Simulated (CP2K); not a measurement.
The system is ZrB2.

```
Zr B
1.0
     3.17000    0.00000    0.00000
    -1.58500    2.74530    0.00000
     0.00000    0.00000    3.53300
Zr B
1 2
Cartesian
  0.0000 0.0000 0.0000
  1.5850 0.9151 1.7665
  0.0000 1.8302 1.7665
```

Program: CP2K 2026.2. Alike in all runs: task band structure; no spin polarisation; cell as given; k mesh 10 × 10 × 8.

Task: Order these runs on this cell by their pressure, lowest first.
A. level PBEsol; potentials or basis POTENTIAL_UZH Zr GTH-PBE-q12, B GTH-PBE-q3; TZVP-MOLOPT-PBE-GTH basis; smearing fermi-dirac 0.05 eV; EPS_DEFAULT 1.0E-10; NGRIDS 5; points a segment of the path (NPOINTS) 6; CUTOFF of the grids 450 Ry
B. level r2SCAN; potentials or basis POTENTIAL_UZH Zr GTH-SCAN-q12, B GTH-SCAN-q3; TZVP-MOLOPT-SCAN-GTH basis; smearing fermi-dirac 0.05 eV; EPS_DEFAULT 1.0E-9; NGRIDS 5; points a segment of the path (NPOINTS) 10; CUTOFF of the grids 700 Ry
C. level LDA; potentials or basis GTH_POTENTIALS Zr GTH-PADE-q12, B GTH-PADE-q3; TZVP-MOLOPT-PBE-GTH basis; smearing fermi-dirac 0.01 eV; EPS_DEFAULT 1.0E-10; NGRIDS 4; points a segment of the path (NPOINTS) 8; CUTOFF of the grids 450 Ry

Result: C (-9.7 GPa), A (-1.5 GPa), B (1.7 GPa).

Caveats: the basis of atomic orbitals isn't converged, which shifts pressures, moduli and gaps; the potentials were made for another functional, which shifts forces and pressure (some runs).

Runs at the PBE level aren't shown here.
